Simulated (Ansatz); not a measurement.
**GaSb: equation of state with revPBE+D4**

Crystal: GaSb.

```
CELL_PARAMETERS angstrom
0.00000 3.05900 3.05900
3.05900 0.00000 3.05900
3.05900 3.05900 0.00000
ATOMIC_POSITIONS crystal
Sb 0.75000 0.75000 0.75000
Ga 0.00000 0.00000 0.00000
```

- Program: Ansatz 0.2.0
- Task: equation of state
- Functional: revPBE
- Dispersion: D4
- Potentials or basis: Ansatz PAW
- Cutoff: 420 eV
- Density cutoff: 1680 eV
- k mesh: 8 × 8 × 8
- Occupations: fermi-dirac, width 0.05 eV
- Spin: no spin polarisation

```
Equilibrium volume                      : 28.27 Å³/atom
Bulk modulus                            : 53 GPa
Pressure derivative of the bulk modulus : 5.0 (rough: it moves with the points fitted)
```

Energy against volume, from the lowest point:
```
volume (Å³/atom)  energy (meV/atom)
          26.907              11.74
          27.480               3.59
          28.052               0.00
          28.625               0.44
          29.197               4.38
          29.770              11.46
          30.342              21.39
```

All runs of the series together: 14 s on 2 threads of Arm Neoverse V1, on a shared host.

Caveat: the potentials were made for another functional, which shifts forces and pressure. Spin-orbit coupling is left out, which matters for the levels of Sb.
